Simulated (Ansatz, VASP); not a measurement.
## Re in VASP and in Ansatz

File INCAR:

```
PREC = Accurate
ENCUT = 600
EDIFF = 1E-7
ISMEAR = 0
SIGMA = 0.1
LREAL = F
LASPH = T
NELM = 80
ALGO = Fast
ISIF = 3
LWAVE = F
LCHARG = F
GGA = PE
IBRION = 2
NSW = 100
EDIFFG = -0.01
```

Contents of KPOINTS:

```
regular mesh
0
Gamma
  12 12 22
```

File POSCAR:

```
Re
1.0
    4.3959678876      0.0000000000      0.0000000000
   -2.1979839438      3.8070198649      0.0000000000
    0.0000000000      0.0000000000      2.4514798196
Re
2
Direct
    0.3333333333      0.6666666667      0.0000000000
    0.6666666667      0.3333333333      0.0000000000
```

Input for Ansatz:

```yaml
crystal:
  lattice:
    - [4.3959678876, 0.0, 0.0]
    - [-2.1979839438, 3.8070198649, 0.0]
    - [0.0, 0.0, 2.4514798196]
  atoms:
    - { symbol: Re, position: [0.3333333333, 0.6666666667, 0.0] }
    - { symbol: Re, position: [0.6666666667, 0.3333333333, 0.0] }
basis:
  ecutwfc: 420
kpoints:
  mp_grid: { grid: [12, 12, 22] }
hamiltonian:
  xc: pbe
scf:
  occupations: { method: gaussian, width: 0.1 }
output:
  forces: true
  stress: true
  eigenvalues: true
relax:
  adjacent_minimum: "off"
  f_tol: 0.01
  max_steps: 80
  cell: { stress_tol: 0.05 }
```

Alike in both runs: task relaxation of cell and atoms; functional PBE; k mesh 12 × 12 × 22; occupations gaussian, width 0.1 eV; no spin polarisation.

|  | VASP | Ansatz |
| --- | --- | --- |
| version | VASP 6.6.1 | Ansatz 0.2.0 |
| potentials or method | VASP PAW PBE potentials, release 64 (Re) | scalar-relativistic, plane waves, PAW |
| plane-wave cutoff (eV) | 600 | 420 |
| valence electrons in the cell | 14 | 30 |

VASP gave:

- gap on the k mesh at the Fermi level, each at its own relaxed structure (eV): none
- relaxed volume (Å³/atom): 20.54
- relaxed cell length with the largest relative difference (Å): 2.446

Task: What did Ansatz give for the same quantities?

Result: gap on the k mesh at the Fermi level, each at its own relaxed structure (eV): none; relaxed volume (Å³/atom): 20.67; relaxed cell length with the largest relative difference (Å): 2.454.

A gap of «none» marks a metal or a gap that the smearing closes. The two sets of potentials don't hold the same shells in valence.

The runs have no spin-orbit coupling, so splittings on Re are missing.
